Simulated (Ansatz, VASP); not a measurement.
One calculation of MgI2, two programs

```
Mg I
1.0
     4.15370    0.00000    0.00000
    -2.07685    3.59721    0.00000
     0.00000    0.00000    6.86200
Mg I
1 2
Cartesian
  0.0000 0.0000 0.0000
  0.0000 2.3981 5.1989
  2.0769 1.1991 1.6631
```

Alike in both runs: task single point; functional LDA; k mesh 9 × 9 × 4; occupations gaussian, width 0.05 eV; no spin polarisation.

|  | VASP | Ansatz |
| --- | --- | --- |
| version | VASP 6.6.1 | Ansatz 0.2.0 |
| potentials or method | VASP PAW LDA potentials, release 64 (Mg, I) | scalar-relativistic, plane waves, PAW |
| plane-wave cutoff (eV) | 520 | 420 |
| valence electrons in the cell | 16 | 44 |

Ansatz gave:

```
gap on the k mesh at the Fermi level (eV)       : 3.36
least direct gap on the mesh (eV)               : 3.42
pressure (GPa)                                  : -1.4
largest component of the traceless stress (GPa) : 0.21
rms of the force components (eV/Å)              : 0.059
```

**Question.** Estimate VASP's values.

**Answer.** gap on the k mesh at the Fermi level (eV): 3.34; least direct gap on the mesh (eV): 3.43; pressure (GPa): -1.5; largest component of the traceless stress (GPa): 0.23; rms of the force components (eV/Å): 0.064.

Atom by atom the forces differ by 0.005 eV/Å (rms over components). The two sets of potentials don't hold the same shells in valence.

Caveats: spin-orbit coupling is left out, which moves the levels of the heavy elements; an odd mesh through Γ misses points on the zone boundary, where band edges often lie. LDA gaps usually lie below the measured ones, often by a third to a half.
